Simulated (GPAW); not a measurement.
# Quasiparticle gap of LiH (honeycomb monolayer) in GPAW, part 2 of 2

Wanted: ground state, empty states, screening and self-energy for LiH (honeycomb monolayer).

GPAW 26.7.0; LDA and many-body steps on it, plane waves. Known limits of the many-body steps: not at the basis limit.

So far. Step 4 (Bands along the symmetry lines): The gap is 3.288 eV, as in the run before at this level. Step 5 (Empty states on the mesh, 12×12×1 mesh, 219 bands): On this mesh the gap is 3.288 eV.

## 6. Screening and self-energy, 12×12×1 mesh, 97 bands, screening to 60 eV

Now the one-shot GW correction: screening in the RPA, then the self-energy of the levels asked for.

This step: G0W0 on LDA, plane waves, PAW.

File run.py:

```python
import json
import numpy as np
from gpaw.mpi import world
from gpaw.response.g0w0 import G0W0

gw = G0W0('full.gpw',
    filename='gw',
    kpts=[0, 9],
    bands=(0, 3),
    ecut=60,
    nbands=97,
    truncation='2D',
    integrate_gamma='sphere',
    q0_correction=True,
    frequencies={'type': 'nonlinear', 'domega0': 0.15, 'omega2': 15.0},
    eta=0.1,
    nblocksmax=True)
gw.calculate()
res = {mode: {k: v for k, v in r.items() if k != 'sigma_eskwn'}
       for mode, r in gw.all_results.items()}

if world.rank == 0:
    with open('result.json', 'w') as f:
        json.dump(res, f, default=lambda x: x.tolist())
```

On the command line:

```
mpirun -n 4 gpaw python run.py
```

Numbers of over 12 decimals in the logs are rounded to 6 here.

The log of the run:

```text
Using integrator: PointIntegrator
NonLinearFrequencyDescriptor(from 0.000 to 68.588 eV, 159 points)
Nonperiodic BCs:  [False False  True]
Using integrator: PointIntegrator
NonLinearFrequencyDescriptor(from 0.000 to 68.588 eV, 159 points)
Nonperiodic BCs:  [False False  True]
Applying analytical 2D correction to W:
    Evaluating Gamma point contribution to W on a 13x13x1 grid
  ___  _ _ _
 |   || | | |
 | | || | | |
 |__ ||_____|
 |___|

BZ k-points: Symmetries present (total): 6

  [... matrices ...]
144 k-points: 12 x 12 x 1 Monkhorst-Pack grid + [1/24,1/24,0.000000]
19 k-points in the irreducible part of the Brillouin zone
       k-points in crystal coordinates                weights
   0:    -0.00000000   -0.00000000    0.00000000          1/144
   1:     0.08333333   -0.00000000    0.00000000          6/144
   2:     0.16666667   -0.08333333    0.00000000          6/144
   3:     0.16666667   -0.00000000    0.00000000          6/144
   4:     0.25000000   -0.08333333    0.00000000         12/144
   5:     0.25000000   -0.00000000    0.00000000          6/144
   6:     0.33333333   -0.16666667    0.00000000          6/144
   7:     0.33333333   -0.08333333    0.00000000         12/144
   8:     0.33333333   -0.00000000    0.00000000          6/144
   9:     0.33333333    0.33333333    0.00000000          2/144
          ...
  18:     0.50000000    0.50000000    0.00000000          3/144

Distributing spins, k-points and bands (1 x 2 x 3) over 1 process
Number of blocks: 4

Quasi particle states:
k-points (IBZ indices): [0, 9]
Band range: (0, 3)
  [... matrices ...]
Computational parameters:
Plane wave cut-off: 60 eV
Number of bands: 97
Coulomb cutoff: 2D
Broadening: 0.1 eV

fxc modes: GW
Kernel: RPA
Using full-frequency real axis integration
Summing all q:

Calculating screened Coulomb potential
2D Coulomb truncation
NonLinearFrequencyDescriptor(from 0.000 to 68.588 eV, 159 points)
Removing empty qpoint cache files...

Calculating chi0 body with:
    Ground state adapter containing:
    Number of spins: 1
    Number of kpoints: 144
    Number of irreducible kpoints: 19
    Number of completely occupied states: 1
    Number of partially occupied states: 1
    Occupied states memory: 0.346069 M / cpu

    Linear response parametrization:
    q_c: [-2.0816681711721685e-17, -2.0816681711721685e-17, 0.0]
    Number of frequency points: 159
    Planewave cutoff: 60.0
    Number of bands: 97
    Number of planewaves: 81
    Broadening (eta): 0.1
    comm.size: 4
    kncomm.size: 1
    blockcomm.size: 4

    Memory estimate of potentially large arrays:
        chi0_wGG: 3.979488 M / cpu
Integrating chi0 body.

Symmetries of q_c:
    Direct symmetries (Uq -> q): 6
    Indirect symmetries (TUq -> q): 6
In total 12 allowed symmetries.

  [... matrices ...]
19 groups of equivalent kpoints. 86.805556% reduction.

Integral kind: spectral function
Integrating chi0 head and wings.

Symmetries of q_c:
    Direct symmetries (Uq -> q): 6
    Indirect symmetries (TUq -> q): 6
In total 12 allowed symmetries.

  [... matrices ...]
19 groups of equivalent kpoints. 86.805556% reduction.

Integral kind: spectral function wings

Calculating chi0 body with:
    Ground state adapter containing:
    Number of spins: 1
    Number of kpoints: 144
    Number of irreducible kpoints: 19
    Number of completely occupied states: 1
    Number of partially occupied states: 1
[... the further q-points ...]

Results:
f:      Occupation numbers
eps:     KS-eigenvalues [eV]
vxc:     KS vxc [eV]
exx:     Exact exchange [eV]
sigma:   Self-energies [eV]
dsigma:  Self-energy derivatives
Z:       Renormalization factors
qp:      QP-energies [eV]

k-point 0 (0): (-0.000, -0.000, 0.000)                GW
band       f     eps     vxc     exx   sigma  dsigma       Z      qp
                                                                   GW
   0   1.000  -6.681  -9.407 -14.256   1.375  -0.304   0.767  -9.345
   1   0.000  -1.414  -4.191  -1.118  -1.358  -0.124   0.890   0.113
   2   0.000   0.349  -1.545  -0.425  -0.578  -0.063   0.941   0.858

k-point 1 (9): (0.333, 0.333, 0.000)                GW
band       f     eps     vxc     exx   sigma  dsigma       Z      qp
                                                                   GW
   0   1.000  -4.702 -10.473 -14.427   0.976  -0.233   0.811  -7.116
   1   0.000   0.760  -6.892  -2.664  -1.912  -0.164   0.859   2.750
   2   0.000   4.450  -6.440  -2.405  -2.044  -0.193   0.838   6.119
```

Run time: 1.8 min. Hardware: 4 MPI ranks of Arm Neoverse V1, shared host; peak memory 1.3 GiB.

This step gave:

```
G0W0 gap on the points computed              : 7.228 eV
least direct G0W0 gap on the computed points : 9.457 eV
Z at the valence top                         : 0.8107
Z at the conduction bottom                   : 0.8900
starting gap on the mesh                     : 3.288 eV
k of the valence top                         : 0.3333, 0.3333, 0
k of the conduction bottom                   : 0, 0, 0
```

The gap on the mesh goes from 3.29 eV to 7.23 eV, a correction of +3.94 eV.

Limits: finite bands, cutoff and mesh. v1 is the top filled band, c1 the lowest empty one. The levels before and after the correction (eV, zero at the valence-band top of each column):

|  | conduction bottom | valence top |
| --- | --- | --- |
| Kohn-Sham | 3.29 | 0.00 |
| G0W0 | 7.23 | 0.00 |

|  | level | energy (eV) |
| --- | --- | --- |
| Kohn-Sham | Γ v1 | -1.980 |
| Kohn-Sham | Γ c1 | 3.288 |
| Kohn-Sham | Γ c2 | 5.051 |
| Kohn-Sham | (0.333 0.333 0) v1 | 0.000 |
| Kohn-Sham | (0.333 0.333 0) c1 | 5.461 |
| Kohn-Sham | (0.333 0.333 0) c2 | 9.151 |
| G0W0 | Γ v1 | -2.229 |
| G0W0 | Γ c1 | 7.228 |
| G0W0 | Γ c2 | 7.974 |
| G0W0 | (0.333 0.333 0) v1 | 0.000 |
| G0W0 | (0.333 0.333 0) c1 | 9.866 |
| G0W0 | (0.333 0.333 0) c2 | 13.234 |

## 7. Where the time went

Times are wall times on 4 MPI ranks of Arm Neoverse V1, shared host, good to a factor of about two.

| step | time | share | memory (GiB) |
| --- | --- | --- | --- |
| relaxation | 20 s | 6 % | 0.8 |
| ground state | 4.8 s | 2 % | 0.63 |
| bands along the symmetry lines | 4.7 s | 2 % | 0.67 |
| empty states on the mesh | 2.9 min | 57 % | 1.1 |
| screening and self-energy | 1.8 min | 34 % | 1.3 |

## 8. Results

```
LDA gap              : 3.29 eV, indirect
G0W0 gap on the mesh : 7.23 eV
GW settings          : 12×12×1 mesh, 97 bands, screening to 60 eV, full frequency, Hilbert transform
known limits         : not at the basis limit
```

What this shows: G0W0 moves the gap on the mesh from 3.29 eV to 7.23 eV (+3.94 eV), with Z of 0.81 and 0.89 at the edges. Only 2 of the mesh's irreducible points were corrected, so a valley elsewhere could overtake. The dearest step here is «empty states on the mesh». Bands and cutoff are finite, so the gap is not at the basis limit. The miss can reach some tenths of an eV and take either sign; the mesh is an error of its own. These stock PAW sets were not made for GW. In the G0W0 run levels were corrected at 2 k points alone, so a gap called «on the mesh» is the least over those, and an edge elsewhere would be missed.

[Paths, hosts, dates, memory and timing lines, banners, echoed tables and standing remarks are left out of the program output.]

[Logs are printed without paths, hosts, clocks, repeated set-up lines and the standing remarks that a program may print on its own settings, such as how far it seeks lower states.]

[Runs of the session that timed out or met a known fault of the program may be left out.]

[Hosts, paths, dates, database ids (printed as entryN), source tags and the programs' standing remarks are cut or masked in the printed files.]
